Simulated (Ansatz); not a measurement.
The system is Nb.

```
CELL_PARAMETERS angstrom
0.00000 2.11500 2.11500
2.11500 0.00000 2.11500
2.11500 2.11500 0.00000
ATOMIC_POSITIONS crystal
Nb 0.00000 0.00000 0.00000
```

This isn't the form of Nb at room conditions, which is bcc.

Base run:

- Program: Ansatz 0.2.0
- Functional: PBEsol
- Potentials or basis: Ansatz PAW
- Cutoff: 420 eV (not typed: the program's choice for these potentials)
- k mesh: 11 × 11 × 11
- Occupations: fermi-dirac, width 0.05 eV
- Spin: no spin polarisation

Its results: band gap on the k mesh none (metal or under the smearing width); pressure -7.4 GPa.

Question: After a change of settings the same cell gave: band gap on the k mesh none (metal or under the smearing width); pressure -11.0 GPa. Which change was it?
A. functional from PBEsol to LDA
B. functional from PBEsol to PBE
C. functional from PBEsol to PBE; occupations from fermi-dirac, width 0.05 eV to gaussian, width 0.011 eV

Answer: A.

LDA binds more tightly than PBEsol, so the same cell stands under less pressure.

Caveats: the PAW data sets come from PBE, with cores solved anew for the run's functional, which leaves a small shift of forces and pressure.
